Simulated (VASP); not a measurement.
# AlN: an input that fails (relaxed cell and band gap)

AlN, P6_3mc (no. 186), 4 atoms in the cell.

INCAR:
```
PREC     = Accurate       # precision mode
ENCUT    = 600            # plane-wave cutoff, eV
EDIFF    = 1E-7           # SCF threshold, eV
ISMEAR   = 0              # smearing method
SIGMA    = 0.02           # smearing width, eV
LREAL    = False          # projectors in reciprocal space
LASPH    = True           # aspherical terms in the spheres
GGA_COMPAT= False        
ALGO     = Normal         # electronic algorithm
NELM     = 80             # most SCF steps
ISIF     = 3              # what is computed and relaxed
LWAVE    = False          # write WAVECAR
LCHARG   = False          # write CHGCAR
GGA      = PE             # functional
IVDW     = 202            # dispersion correction
ADDGRID  = True         
IBRION   = 2              # ionic algorithm
EDIFFG   = -0.005         # ionic threshold
NSW      = 20             # ionic steps
KPAR     = 4             
```

KPOINTS:
```
k-points
0
Gamma
  7 7 4
```

POSCAR:
```
AlN
1.0
    3.1130000000      0.0000000000      0.0000000000
   -1.5565000000      2.6959370820      0.0000000000
    0.0000000000      0.0000000000      4.9810000000
Al N
2 2
Direct
    0.6666666667      0.3333333333      0.5000000000
    0.3333333333      0.6666666667      0.0000000000
    0.6666666667      0.3333333333      0.8800000000
    0.3333333333      0.6666666667      0.3800000000
```

Commands:
```
cat potpaw_PBE.64/Al/POTCAR potpaw_PBE.64/N/POTCAR > POTCAR
mpirun -np 4 vasp_std > vasp.out
```

VASP stops with:
```
ERROR: ADDGRID=.TRUE. is not supported for TS correction methods. ---->  I REFUSE TO CONTINUE WITH THIS SICK JOB ... BYE!!! <----
```

Cause: ADDGRID with a Hirshfeld-based scheme.
